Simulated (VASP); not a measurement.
Input of a VASP 6.6.1 run:

File INCAR:

```
  PREC = Accurate
  ENCUT = 600
  EDIFF = 1E-7
  ISMEAR = 0
  SIGMA = 0.03
  LREAL = False
  LASPH = True
  NELM = 80
  ALGO = Normal
  ISIF = 2
  LWAVE = False
  LCHARG = False
  METAGGA = R2SCAN
  LMIXTAU = True
  IBRION = 2
  NSW = 40
  EDIFFG = -0.01
```

The input KPOINTS:

```
regular mesh
0
Gamma
  10 10 10
```

Contents of POSCAR:

```
InAs                                    
1.0
    0.0000000000      3.0346258604      3.0346258604
    3.0346258604      0.0000000000      3.0346258604
    3.0346258604      3.0346258604      0.0000000000
  In              As            
     1     1
Direct
     0.0000000000000000    0.0000000000000000    0.0000000000000000
     0.2500000000000000    0.2500000000000000    0.2500000000000000
```

Potentials or basis: VASP PAW PBE potentials, release 64 (In_d, As).

The run is started by

```console
$ cat potpaw_PBE.64/In_d/POTCAR potpaw_PBE.64/As/POTCAR > POTCAR
$ mpirun -np 1 vasp_std > vasp.out
```

Estimate the band gap on the k mesh.

0.19 eV, direct.

Final structure:
```
In As
1.0
     0.00000    3.03463    3.03463
     3.03463    0.00000    3.03463
     3.03463    3.03463    0.00000
In As
1 1
Cartesian
  0.0000 0.0000 0.0000
  1.5173 1.5173 1.5173
```

Caveat: the relaxation stopped at its first step, so nothing moved; spin-orbit coupling is left out, which moves the levels of the heavy elements.
